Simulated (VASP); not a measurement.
Here is a VASP 6.6.1 calculation.

File INCAR:

```
ALGO = Normal
EDIFF = 1E-6
ENCUT = 520
GGA = PE
ISIF = 2
ISMEAR = 0
LASPH = True
LCHARG = False
LREAL = False
LWAVE = False
NBANDS = 30
NELM = 100
PREC = Accurate
SIGMA = 0.1
```

Contents of KPOINTS:

```
k-points
0
Gamma
  4 4 6
```

POSCAR

```
IrO2
1.0
    4.5053140000      0.0000000000      0.0000000000
    0.0000000000      4.5053140000      0.0000000000
    0.0000000000      0.0000000000      3.1767060000
Ir O
2 4
Direct
    0.5000000000      0.5000000000      0.5000000000
    0.0000000000      0.0000000000      0.0000000000
    0.6913370000      0.6913370000      0.0000000000
    0.8086630000      0.1913370000      0.5000000000
    0.3086630000      0.3086630000      0.0000000000
    0.1913370000      0.8086630000      0.5000000000
```

Potentials or basis: VASP PAW PBE potentials, release 64 (Ir, O).

The run is started by

```sh
$ cat potpaw_PBE.64/Ir/POTCAR potpaw_PBE.64/O/POTCAR > POTCAR
$ mpirun -np 1 vasp_std > vasp.out
```

What does it give for the band gap on the k mesh?

None (metal or under the smearing width).

Estimate the largest force.

0.006 eV/Å.

What does it give for the pressure?

5.4 GPa.

Forces on the atoms (eV/Å):
```
Ir   0.000  0.000  0.000
Ir   0.000  0.000  0.000
O   -0.005 -0.005  0.000
O    0.005 -0.005  0.000
O    0.005  0.005  0.000
O   -0.005  0.005  0.000
```

Spin-orbit coupling is left out, which matters for the levels of Ir.
